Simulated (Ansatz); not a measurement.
## Where the states of Ge lie

```xyz
1
Lattice="2.7121 0.0000 0.0000 0.0000 2.7121 0.0000 0.0000 0.0000 2.7121" Properties=species:S:1:pos:R:3 pbc="T T T"
Ge    0.0000    0.0000    0.0000
```

The cell was built from the sc type and relaxed in the same program, and has space group Pm-3m; it needn't be a known or the stable phase.

Computed with DFT, PBE, all-electron LAPW, scalar-relativistic in Ansatz 0.2.0.

Settings: a Γ-centred 13×13×13 k mesh, Fermi–Dirac smearing of 0.05 eV, basis error target 0.25 meV/atom, no spin polarisation.

States per eV and cell, averaged over 0.6 eV, from -13.0 to 4.8 eV, with energies (bin centres) from the Fermi level; empty bins are left out. 

```json
{"E (eV)": "-12.8", "total": "0.02"}
{"E (eV)": "-12.2", "total": "0.10"}
{"E (eV)": "-11.6", "total": "0.16"}
{"E (eV)": "-11.0", "total": "0.20"}
{"E (eV)": "-10.4", "total": "0.24"}
{"E (eV)": "-9.8", "total": "0.28"}
{"E (eV)": "-9.2", "total": "0.37"}
{"E (eV)": "-8.6", "total": "0.38"}
{"E (eV)": "-8.0", "total": "0.33"}
{"E (eV)": "-7.4", "total": "0.30"}
{"E (eV)": "-6.8", "total": "0.26"}
{"E (eV)": "-6.2", "total": "0.22"}
{"E (eV)": "-5.6", "total": "0.19"}
{"E (eV)": "-5.0", "total": "0.24"}
{"E (eV)": "-4.4", "total": "0.27"}
{"E (eV)": "-3.8", "total": "0.32"}
{"E (eV)": "-3.2", "total": "0.38"}
{"E (eV)": "-2.6", "total": "0.52"}
{"E (eV)": "-2.0", "total": "0.54"}
{"E (eV)": "-1.4", "total": "0.49"}
{"E (eV)": "-0.8", "total": "0.51"}
{"E (eV)": "-0.2", "total": "0.46"}
{"E (eV)": "0.4", "total": "0.51"}
{"E (eV)": "1.0", "total": "0.43"}
{"E (eV)": "1.6", "total": "0.39"}
{"E (eV)": "2.2", "total": "0.37"}
{"E (eV)": "2.8", "total": "0.36"}
{"E (eV)": "3.4", "total": "0.43"}
{"E (eV)": "4.0", "total": "0.47"}
{"E (eV)": "4.6", "total": "0.53"}
```
